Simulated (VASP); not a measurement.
## GaAs in VASP 6.6.1, single-point calculation

INCAR

```
LWAVE = .FALSE.
ISIF = 2
MAGMOM = 1 1
PREC = Accurate
IBRION = -1
NSW = 0
NELM = 120
SIGMA = 0.05
GGA = PE
LREAL = .FALSE.
LASPH = .TRUE.
ISPIN = 2
ISMEAR = 0
ENCUT = 520
EDIFF = 1E-7
NBANDS = 16
LCHARG = .FALSE.
```

KPOINTS

```
KPOINTS created by Atomic Simulation Environment
0
Monkhorst-Pack
8 8 8
0 0 0
```

POSCAR

```
Ga As
 1.0000000000000000
     0.0000000000000000    2.8330850957000000    2.8330850957000000
     2.7622579683000001    0.0000000000000000    2.8330850957000000
     2.7622579683000001    2.8330850957000000    0.0000000000000000
 Ga  As
   1   1
Cartesian
  0.0000000000000000  0.0000000000000000  0.0000000000000000
  1.3811289841500001  1.4165425478500000  1.4165425478500000
```

The recommended PBE PAW datasets give the neutral cell 18 valence electrons.

Command

```
mpirun -np 1 vasp_std
```

Q: How does this run end, and what does it give?

A: It converged. Results: pressure 5.0 GPa; magnetic moment of the cell 0.00 μB.

OSZICAR

```
N       E                     dE             d eps       ncg     rms          rms(c)
DAV:   1     0.832638053220E+02    0.83264E+02   -0.88400E+03  9488   0.157E+03
DAV:   2    -0.145829528262E+01   -0.84722E+02   -0.80730E+02 10568   0.311E+02
DAV:   3    -0.790149084719E+01   -0.64432E+01   -0.64213E+01 11200   0.662E+01
DAV:   4    -0.799853724075E+01   -0.97046E-01   -0.97032E-01 11408   0.899E+00
DAV:   5    -0.799987840879E+01   -0.13412E-02   -0.13412E-02 11560   0.948E-01    0.738E+00
DAV:   6    -0.820810804226E+01   -0.20823E+00   -0.29617E-01 11976   0.829E+00    0.311E+00
DAV:   7    -0.822839856620E+01   -0.20291E-01   -0.68912E-02 10304   0.244E+00    0.134E+00
DAV:   8    -0.822519153614E+01    0.32070E-02   -0.21225E-02 10448   0.106E+00    0.446E-01
DAV:   9    -0.822618587173E+01   -0.99434E-03   -0.28009E-03 11552   0.436E-01    0.198E-01
DAV:  10    -0.822660811121E+01   -0.42224E-03   -0.74356E-04 11128   0.196E-01    0.513E-02
DAV:  11    -0.822666770466E+01   -0.59593E-04   -0.11436E-04 12480   0.115E-01    0.292E-02
DAV:  12    -0.822670403118E+01   -0.36327E-04   -0.31659E-05 11144   0.584E-02    0.126E-02
DAV:  13    -0.822671277585E+01   -0.87447E-05   -0.18536E-05 11272   0.348E-02    0.422E-03
DAV:  14    -0.822671179272E+01    0.98313E-06   -0.98398E-07 11304   0.923E-03    0.110E-03
DAV:  15    -0.822671189197E+01   -0.99257E-07   -0.98212E-08 10856   0.227E-03
   1 F= -.82267119E+01 E0= -.82267119E+01  d E =-.113617E-13  mag=    -0.0000
```

The shifted mesh misses Γ, so a band edge there is missed.

For comparison, a separate PBE run of the intended cell, on usual settings and not on those above, gives a gap of 0.56 eV on its mesh and a pressure of 4.9 GPa.
